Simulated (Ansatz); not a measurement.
The system is AlN.

```
Al N
1.0
     0.00000    2.03452    2.03452
     2.03452    0.00000    2.03452
     2.03452    2.03452    0.00000
Al N
1 1
Direct
  0.50000 0.50000 0.50000
  0.00000 0.00000 0.00000
```

Measurements of this composition are mostly on another form, of space group No. 186.

```yaml
Program: Ansatz 0.2.0
Task: relaxation of cell and atoms
Functional: RPBE
Potentials_or_basis: Ansatz PAW
Cutoff: "420 eV (not typed: the program's choice for these potentials)"
k_mesh: 11 × 11 × 11
Occupations: fermi-dirac, width 0.05 eV
Spin: no spin polarisation
```

At the start: volume 8.42 Å³/atom.

Problem. Where does the relaxation end?

Solution. It ends after 7 steps and the volume is 8.59 Å³/atom (+2.0 %); space group Fm-3m (No. 225, to 0.05 Å).

The path:
```
step  energy change (eV)  largest force (eV/Å)  volume (Å³)
   1              0.0000                0.0000        16.84
   2             -0.0031                0.0000        17.00
   3             -0.0039                0.0000        17.16
   4             -0.0039                0.0000        17.17
   5             -0.0049                0.0000        17.17
   6             -0.0049                0.0000        17.17
   7             -0.0049                0.0000        17.17
```

Final structure:
```yaml
crystal:
  lattice:
    - [0.00000, 2.04774, 2.04774]
    - [2.04774, 0.00000, 2.04774]
    - [2.04774, 2.04774, 0.00000]
  atoms:
    - { symbol: Al, position: [0.50000, 0.50000, 0.50000] }
    - { symbol: N, position: [0.00000, 0.00000, 0.00000] }
```

Caveat: the plane-wave basis is chosen anew once the cell has moved, so the energies of steps on either side of that aren't comparable; the pressure holds a Pulay correction of +0.5 GPa for the finite cutoff; the PAW data sets come from PBE, with cores solved anew for the run's functional, which leaves a small shift of forces and pressure.
